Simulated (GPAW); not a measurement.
Runs of GPAW 26.7.0 on InSe. Symmetry: R3m, No. 160, trigonal system. The conventional cell has a = 4.000 Å, b = 4.000 Å, c = 25.320 Å, α = 90.00°, β = 90.00°, γ = 120.00°. In (site symmetry 3m) is surrounded by 3 Se at 2.63 Å and 1 In at 2.82 Å. In (site symmetry 3m) has 3 Se at 2.64 Å and 1 In at 2.82 Å as nearest neighbours. Around Se (site symmetry 3m) lie 3 In at 2.63 Å. Se (site symmetry 3m) has 3 In at 2.64 Å as nearest neighbours. 

```csv
task,level,potentials or basis,k mesh,cutoff (eV),smearing,maxiter,convergence,ranks,response ecut,response k mesh,gap on the mesh (eV),pressure (GPa),largest force (eV/Å)
single point,LDA,"the program's PAW data sets (release 1.2.1) made for this functional, pw",6 × 6 × 6,450,fermi-dirac 0.05 eV,120,default,-,-,-,0.21,-2.8,0.25
single point,PBEsol,"PAW data sets generated in the run's folder for this functional, pw",8 × 8 × 8,600,fermi-dirac 0.05 eV,150,-,-,-,-,(a),(b),0.31
dielectric tensor,LDA,"the program's PAW data sets (release 1.2.1) made for this functional, pw",6 × 6 × 6,450,fermi-dirac 0.001 eV,150,-,-,80 eV,9 × 9 × 9,0.21,-,-
single point,LDA,"the program's PAW data sets (release 1.2.1) made for this functional, pw",6 × 6 × 6,500,fermi-dirac 0.05 eV,80,-,-,-,-,0.21,-2.1,0.25
band structure,r2SCAN,"GPAW PAW data sets (gpaw-data 1.2.1), pw",5 × 5 × 5,600,fermi-dirac 0.05 eV,150,-,4,-,-,-,1.0,0.26
```

Alike in all rows: no spin polarisation; cell as given.

Q: Estimate the missing entries.

A: (a) 0.34; (b) -0.1.

Caveats: spin-orbit coupling is left out, which moves the levels of the heavy elements (some runs); the cutoff is short for stress and forces, so pressures can be off by a GPa or more (some runs); the dielectric constant isn't converged in the k mesh (some runs); the long-wavelength limit can be off by a per cent or two (some runs); the gap is small at this level, which inflates the dielectric constant (some runs); an odd mesh through Γ misses points on the zone boundary, where band edges often lie (some runs); the PAW data sets were made with another functional, which shifts forces and pressure a little (some runs).

A k mesh can miss the band edges, and the runs leave out spin-orbit coupling on In, Se.

Not every run made on this cell is shown here.
